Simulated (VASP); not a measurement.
# HgTe (P6_3/mmc) in VASP: single point with PBE

Aim: the single point of HgTe with PBE.

Program: VASP 6.6.1. These are calculated values, not measurements. Logs are shortened: lines on timing, memory, paths and dates and some standing lists are left out, and cuts for length are marked.

## Step 1: The structure

Symmetry: P6_3/mmc, No. 194, hexagonal system. The conventional cell has a = 4.820 Å, b = 4.820 Å, c = 7.196 Å, α = 90.00°, β = 90.00°, γ = 120.00°. Hg (site symmetry -6m2) has 3 Te at 2.78 Å as nearest neighbours. Te (site symmetry -6m2) is surrounded by 3 Hg at 2.78 Å.

The cell was built by a generator and needn't be a form met in nature.

## Step 2: Single point, PBE

Input file INCAR:

```
ALGO = Normal
EDIFF = 1E-6
ENCUT = 520
GGA = PE
ISIF = 2
ISMEAR = -1
LASPH = T
LCHARG = F
LREAL = F
LWAVE = F
NBANDS = 26
NELM = 100
PREC = Accurate
SIGMA = 0.02
```

Input file KPOINTS:

```
k-points
0
Gamma
  6 6 4
```

Input file POSCAR:

```
HgTe
1.0
    4.8195131645      0.0000000000      0.0000000000
   -2.4097565823      4.1738208343      0.0000000000
    0.0000000000      0.0000000000      7.1962058636
Hg Te
2 2
Direct
    0.3333333333      0.6666666667      0.2500000000
    0.6666666667      0.3333333333      0.7500000000
    0.6666666667      0.3333333333      0.2500000000
    0.3333333333      0.6666666667      0.7500000000
```

Potentials or basis: VASP PAW PBE potentials, release 64 (Hg, Te).

Launch:

```console
$ cat potpaw_PBE.64/Hg/POTCAR potpaw_PBE.64/Te/POTCAR > POTCAR
$ mpirun -np 1 vasp_std > vasp.out
```

OUTCAR:

```text
EDIFF = 1E-6
   ENCUT = 520
   GGA = PE
   ISIF = 2
   ISMEAR = -1
   LASPH = T
   LREAL = F
   NELM = 100
   PREC = Accurate

 ion  position               nearest neighbor table
   1  0.333  0.667  0.250-   3 2.78   3 2.78   3 2.78   4 3.60   4 3.60
   2  0.667  0.333  0.750-   4 2.78   4 2.78   4 2.78   3 3.60   3 3.60
   3  0.667  0.333  0.250-   1 2.78   1 2.78   1 2.78   2 3.60   2 3.60
   4  0.333  0.667  0.750-   2 2.78   2 2.78   2 2.78   1 3.60   1 3.60

  LATTYP: Found a hexagonal cell.
 ALAT       =     4.8195131645
 C/A-ratio  =     1.4931395803

  Lattice vectors:

 A1 = (   4.8195131645,   0.0000000000,   0.0000000000)
 A2 = (  -2.4097565823,   4.1738208343,   0.0000000000)
 A3 = (   0.0000000000,   0.0000000000,   7.1962058636)

Analysis of symmetry for initial positions (statically):
=====================================================================
 Subroutine PRICEL returns:
 Original cell was already a primitive cell.

 Routine SETGRP: Setting up the symmetry group for a
 hexagonal supercell.

 Subroutine GETGRP returns: Found 24 space group operations
 (whereof 12 operations were pure point group operations)
 out of a pool of 24 trial point group operations.

The static configuration has the point symmetry D_3d.
 The point group associated with its full space group is D_6h.

Analysis of symmetry for dynamics (positions and initial velocities):
=====================================================================
 Subroutine PRICEL returns:
 Original cell was already a primitive cell.

 Routine SETGRP: Setting up the symmetry group for a
 hexagonal supercell.

 Subroutine GETGRP returns: Found 24 space group operations
 (whereof 12 operations were pure point group operations)
 out of a pool of 24 trial point group operations.

The dynamic configuration has the point symmetry D_3d.
 The point group associated with its full space group is D_6h.

 Subroutine INISYM returns: Found 24 space group operations
 (whereof 12 operations are pure point group operations),
 and found     1 'primitive' translations

----------------------------------------------------------------------------------------

                                     Primitive cell

  volume of cell :     144.7573

  direct lattice vectors                    reciprocal lattice vectors
     4.819513165  0.000000000  0.000000000     0.207489837  0.119794313  0.000000000
    -2.409756582  4.173820834  0.000000000     0.000000000  0.239588626  0.000000000
     0.000000000  0.000000000  7.196205864     0.000000000  0.000000000  0.138962117

  length of vectors
     4.819513165  4.819513164  7.196205864     0.239588626  0.239588626  0.138962117

  position of ions in fractional coordinates (direct lattice)
     0.333333333  0.666666667  0.250000000
     0.666666667  0.333333333  0.750000000
     0.666666667  0.333333333  0.250000000
     0.333333333  0.666666667  0.750000000

  ion indices of the primitive-cell ions
   primitive index   ion index
                 1           1
                 2           2
                 3           3
                 4           4

----------------------------------------------------------------------------------------

 KPOINTS: k-points

Automatic generation of k-mesh.
 Grid dimensions read from file:
 generate k-points for:    6    6    4

 Generating k-lattice:

  Cartesian coordinates                     Fractional coordinates (reciprocal lattice)
     0.034581639  0.019965719  0.000000000     0.166666667 -0.000000000  0.000000000
     0.000000000  0.039931438  0.000000000     0.000000000  0.166666667  0.000000000
     0.000000000  0.000000000  0.034740529     0.000000000  0.000000000  0.250000000

  Length of vectors
     0.039931438  0.039931438  0.034740529

  Shift w.r.t. Gamma in fractional coordinates (k-lattice)
     0.000000000  0.000000000  0.000000000

 Subroutine IBZKPT returns following result:
 ===========================================

 Found     21 irreducible k-points:

 Following reciprocal coordinates:
            Coordinates               Weight
  0.000000  0.000000  0.000000      1.000000
  0.166667  0.000000  0.000000      6.000000
  0.333333  0.000000  0.000000      6.000000
  0.500000  0.000000  0.000000      3.000000
  0.166667  0.166667  0.000000      6.000000
  0.333333  0.166667  0.000000     12.000000
[... 13 lines left out ...]
  0.333333  0.166667  0.500000     12.000000
  0.333333  0.333333  0.500000      2.000000
   k-points           NKPTS =     21   k-points in BZ     NKDIM =     21   number of bands    NBANDS=     26
   number of dos      NEDOS =    301   number of ions     NIONS =      4
   total plane-waves  NPLWV =  69984
   dimension x,y,z NGX =    36 NGY =   36 NGZ =   54
   dimension x,y,z NGXF=    72 NGYF=   72 NGZF=  108
   ions per type =               2   2
   NGX,Y,Z   is equivalent  to a cutoff of  12.42, 12.42, 12.48 a.u.
   NGXF,Y,Z  is equivalent  to a cutoff of  24.84, 24.84, 24.95 a.u.
 SYSTEM =  unknown system
   PREC   = accura    normal or accurate (medium, high low for compatibility)
   ISTART =      0    job   : 0-new  1-cont  2-samecut
   ICHARG =      2    charge: 1-file 2-atom 10-const
   ISPIN  =      1    spin polarized calculation?
   LNONCOLLINEAR =      F non collinear calculations
   LSORBIT =      F    spin-orbit coupling
   LASPH  =      T    aspherical Exc in radial PAW
   ENCUT  =  520.0 eV  38.22 Ry    6.18 a.u.   8.96  8.96 13.38*2*pi/ulx,y,z
   NELM   =    100;   NELMIN=  2; NELMDL= -5     # of ELM steps
   EDIFF  = 0.1E-05   stopping-criterion for ELM
   LREAL  =      F    real-space projection
   EDIFFG = 0.1E-04   stopping-criterion for IOM
   NSW    =      0    number of steps for IOM
   IBRION =     -1    ionic relax: 0-MD 1-quasi-New 2-CG
   NFREE  =      0    steps in history (QN), initial steepest desc. (CG)
   ISIF   =      2    stress and relaxation
   ISYM   =      2    0-nonsym 1-usesym 2-fastsym
   POTIM  = 0.5000    time-step for ionic-motion
   TEBEG  =    0.0;   TEEND  =   0.0 temperature during run
   PSTRESS=    0.0 pullay stress
   NELECT =      36.0000    total number of electrons
   NUPDOWN=      -1.0000    fix difference up-down
   EMIN   =  10.00;   EMAX   =-10.00  energy-range for DOS
   EFERMI =   0.00;   METHOD = LEGACY
   ISMEAR =    -1;   SIGMA  =   0.02  broadening in eV -4-tet -1-fermi 0-gaus
   EFERMI_NEDOS =   21; number of points for ismear=-14 and -15
   IALGO  =     38    algorithm
   IMIX   =      4    mixing-type and parameters
     AMIX     =   0.40;   BMIX     =  1.00
     AMIX_MAG =   1.60;   BMIX_MAG =  1.00
  volume/ion in A,a.u.               =      36.19       244.22
  Fermi-wavevector in a.u.,A,eV,Ry     =   1.029506  1.945484 14.420574  1.059882
  Thomas-Fermi vector in A             =   2.163557
   LORBIT       =      0    0 simple, 1 ext, 2 COOP (PROOUT), +10 PAW based schemes
   GGA     = PE    functional components
   LHFCALC =     F    Hartree Fock is set to
   AEXX    =    0.0000 exact exchange contribution
   IVDW    =     0    specifies the selected vdW correction
   LEPSILON=     F    determine dielectric tensor
   LRPA    =     F    only Hartree local field effects (RPA)
 non-spin polarized calculation
  energy-cutoff  :      520.00
  volume of cell :      144.76
 maximum number of plane-waves:      3921
 NGX is ok and might be reduce to    36
   NGX = 17   NGY = 17   NGZ = 27

 number of electron      36.0000002 magnetization

 Free energy of the ion-electron system (eV)
  ---------------------------------------------------
  ext. energy  EPLUGINS =         0.00000000
  ---------------------------------------------------
  free energy    TOTEN  =        -6.70447137 eV

  energy without entropy =       -6.70201244  energy(sigma->0) =       -6.70324191

 E-fermi :   2.1597     XC(G=0):  -8.4340

 val. band max:        2.1301265709   @ k =   0.0000   0.0000   0.0000
 cond. band min:       2.1707866498   @ k =   0.1667   0.0000   0.0000
 fundamental gap:      0.0406600789
 Fermi energy:         2.1596768772

 k-point     1 :       0.0000    0.0000    0.0000
  band No.  band energies     occupation
      1      -9.1567      2.00000
      2      -8.7076      2.00000
      3      -4.8854      2.00000
      4      -4.8854      2.00000
      5      -4.8752      2.00000
      6      -4.8752      2.00000
[... 18 lines left out ...]
     25       8.2657      0.00000
     26       8.7794      0.00000

 k-point     2 :       0.1667    0.0000    0.0000
  band No.  band energies     occupation
      1      -9.0416      2.00000
      2      -8.6315      2.00000
      3      -4.8442      2.00000
      4      -4.8411      2.00000
      5      -4.8239      2.00000
      6      -4.8110      2.00000
[... 18 lines left out ...]
     25       8.2842      0.00000
     26       8.9539      0.00000

 k-point     3 :       0.3333    0.0000    0.0000
  band No.  band energies     occupation
      1      -8.7768      2.00000
      2      -8.4881      2.00000
      3      -4.6916      2.00000
      4      -4.6806      2.00000
      5      -4.6759      2.00000
      6      -4.6709      2.00000
[... 18 lines left out ...]
     25       8.9933      0.00000
     26       9.3125      0.00000

 k-point     4 :       0.5000    0.0000    0.0000
  band No.  band energies     occupation
      1      -8.6090      2.00000
      2      -8.4373      2.00000
      3      -4.6201      2.00000
      4      -4.5936      2.00000
      5      -4.4807      2.00000
      6      -4.4644      2.00000
[... 18 lines left out ...]
     25       9.4108      0.00000
     26       9.4297      0.00000
[... 409 lines left out ...]
      1      -8.6750      2.00000
      2      -8.6750      2.00000
      3      -4.7760      2.00000
      4      -4.7760      2.00000
      5      -4.6913      2.00000
      6      -4.6913      2.00000
[... 18 lines left out ...]
     25       8.9146      0.00000
     26       8.9146      0.00000

 k-point    20 :       0.3333    0.1667    0.5000
  band No.  band energies     occupation
      1      -8.5063      2.00000
      2      -8.5063      2.00000
      3      -4.6393      2.00000
      4      -4.6393      2.00000
      5      -4.5176      2.00000
      6      -4.5176      2.00000
[... 18 lines left out ...]
     25       9.2552      0.00000
     26       9.2552      0.00000

 k-point    21 :       0.3333    0.3333    0.5000
  band No.  band energies     occupation
      1      -8.4475      2.00000
      2      -8.4475      2.00000
      3      -4.5523      2.00000
      4      -4.5523      2.00000
      5      -4.5279      2.00000
      6      -4.5279      2.00000
[... 18 lines left out ...]
     25       8.3905      0.00000
     26       8.3905      0.00000

------------------------ aborting loop because EDIFF is reached ----------------------------------------

  FORCE on cell =-STRESS in cart. coord.  units (eV):
  Direction    XX          YY          ZZ          XY          YZ          ZX
  --------------------------------------------------------------------------------------
  -------------------------------------------------------------------------------------
  Total        1.5570963      1.5570963      0.5133083     -0.0000000     -0.0000000     -0.0000000
  in kB       17.2339765     17.2339765      5.6813082     -0.0000000     -0.0000000     -0.0000000
  external PRESSURE =      13.3830871 kB  Pullay stress =       0.0000000 kB

 VOLUME and BASIS-vectors are now :
 -----------------------------------------------------------------------------
  energy-cutoff  :      520.00
  volume of cell :      144.76
      direct lattice vectors                 reciprocal lattice vectors
     4.819513165  0.000000000  0.000000000     0.207489837  0.119794313  0.000000000
    -2.409756582  4.173820834  0.000000000     0.000000000  0.239588626  0.000000000
     0.000000000  0.000000000  7.196205864     0.000000000  0.000000000  0.138962117

 POSITION                                       TOTAL-FORCE (eV/Angst)
 -----------------------------------------------------------------------------------
     -0.00000      2.78255      1.79905        -0.000000     -0.000000      0.000000
      2.40976      1.39127      5.39715         0.000000     -0.000000      0.000000
      2.40976      1.39127      1.79905        -0.000000      0.000000     -0.000000
     -0.00000      2.78255      5.39715         0.000000      0.000000     -0.000000
 -----------------------------------------------------------------------------------
    total drift:                               -0.000000      0.000000      0.000000

  FREE ENERGIE OF THE ION-ELECTRON SYSTEM (eV)
  ---------------------------------------------------
  free  energy   TOTEN  =        -6.7044713698 eV

  energy  without entropy=       -6.7020124406  energy(sigma->0) =       -6.70324191
```

Run time: 50 s. Hardware: 1 thread of AMD EPYC 9R45 (Zen 5), shared host; peak memory 0.24 GiB.

Results:

```yaml
Free_energy: -6.7045 eV
Pressure: 1.3 GPa
Band_gap_on_the_k_mesh: none (metal or under the smearing width)
```

Stress tensor (GPa, compression positive):
```
1.72 0.00 0.00
0.00 1.72 0.00
0.00 0.00 0.57
```

Levels at points of the mesh, in eV from the Fermi level:
```
           k point  band 16  band 17  band 18  band 19  band 20  band 21
(0.00, 0.00, 0.00)    -0.66    -0.66    -0.03    -0.03     0.07     4.39
(0.50, 0.00, 0.00)    -1.72    -1.30    -0.64     1.12     2.17     4.41
(0.00, 0.00, 0.50)    -0.35    -0.35    -0.35    -0.07    -0.07     4.70
(0.50, 0.00, 0.50)    -1.69    -0.33    -0.33     1.79     1.79     3.34
```

Caveat: this functional lacks dispersion, which binds the layers, so the pressure and a relaxed spacing across them are unreliable. Spin-orbit coupling is left out, which matters for the levels of Hg, Te.
